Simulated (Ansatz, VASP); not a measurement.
# One calculation of CrO2, two programs

```
Cr O
1.0
     4.41000    0.00000    0.00000
     0.00000    4.41000    0.00000
     0.00000    0.00000    2.91000
Cr O
2 4
Direct
  0.00000 0.00000 0.00000
  0.50000 0.50000 0.50000
  0.30000 0.30000 0.00000
  0.20000 0.80000 0.50000
  0.70000 0.70000 0.00000
  0.80000 0.20000 0.50000
```

Alike in both runs: task single point; functional PBE; k mesh 4 × 4 × 6; occupations fermi-dirac, width 0.05 eV; collinear spin; Hubbard terms Cr d U = 3.7 eV.

```csv
,VASP,Ansatz
version,VASP 6.6.1,Ansatz 0.2.0
potentials or method,"VASP PAW PBE potentials, release 64 (Cr_pv, O)","PAW, plane waves, scalar-relativistic"
plane-wave cutoff (eV),520,420
valence electrons in the cell,48,52
```

|  | VASP | Ansatz | Ansatz less VASP |
| --- | --- | --- | --- |
| pressure (GPa) | 13.1 | 11.4 | -1.69 |
| largest component of the traceless stress (GPa) | 2.52 | 1.87 | -0.652 |
| rms of the force components (eV/Å) | 0.031 | 0.109 | +0.0779 |
| net moment per atom (μB) | 0.67 | 0.67 | 0.000 |
| size of the moment on the site where the two differ most (μB) | 2.36 | 1.98 | -0.388 |

Site moments also hang on the region over which each program counts them. The programs project onto different local orbitals, so the same U acts differently. Atom by atom the forces differ by 0.078 eV/Å (rms over components). The two sets of potentials don't hold the same shells in valence. Ansatz warned: «filled_band_counts_differ_across_k_points».

The state reached can hang on the start; a lower one may exist.
